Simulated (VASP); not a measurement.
A run of VASP 6.6.1 is set up as follows.

The input INCAR:

```
SYSTEM = TiO
PREC = Accurate
ENCUT = 520
EDIFF = 1E-6
ISMEAR = 0
SIGMA = 0.05
LREAL = .FALSE.
LASPH = .TRUE.
NELM = 80
ALGO = Normal
ISIF = 2
LWAVE = .FALSE.
LCHARG = .FALSE.
ISPIN = 2
MAGMOM = -0.26 0
LORBIT = 11
LMAXMIX = 4
LDAU = .TRUE.
LDAUTYPE = 2
LDAUL = 2 -1
LDAUU = 4 0
LDAUJ = 0 0
LDAUPRINT = 1
GGA = CA
```

The input KPOINTS:

```
Automatic mesh
0
G
  7 7 6
  0 0 0
```

The input POSCAR:

```
TiO
1.0
    3.0094341500      0.0000000000      0.0000000000
   -1.5047170800      2.6062464300      0.0000000000
    0.0000000000      0.0000000000      2.9370586300
Ti O
1 1
Direct
    0.0000000000      0.0000000000      0.0000000000
    0.6666666667      0.3333333333      0.5000000000
```

Potentials or basis: VASP PAW LDA potentials, release 64 (Ti_sv, O).

The run is started by

```bash
$ cat potpaw_LDA.64/Ti_sv/POTCAR potpaw_LDA.64/O/POTCAR > POTCAR
$ mpirun -np 1 vasp_std > vasp.out
```

**Question.** What does it give for the band gap on the k mesh?

**Answer.** None (metal or under the smearing width).

**Question.** What does it give for the net moment?

**Answer.** 0.00 μB per cell.

**Question.** What does it give for the pressure?

**Answer.** -31.0 GPa.

Stress tensor (GPa, compression positive):
```
-31.75   0.00   0.00
  0.00 -31.75   0.00
  0.00   0.00 -29.43
```

Caveat: a pressure of tens of GPa on the cell as given is suspect, and the run, the potentials or the cell itself is likely at fault. The state reached can hang on the start; a lower one may exist.
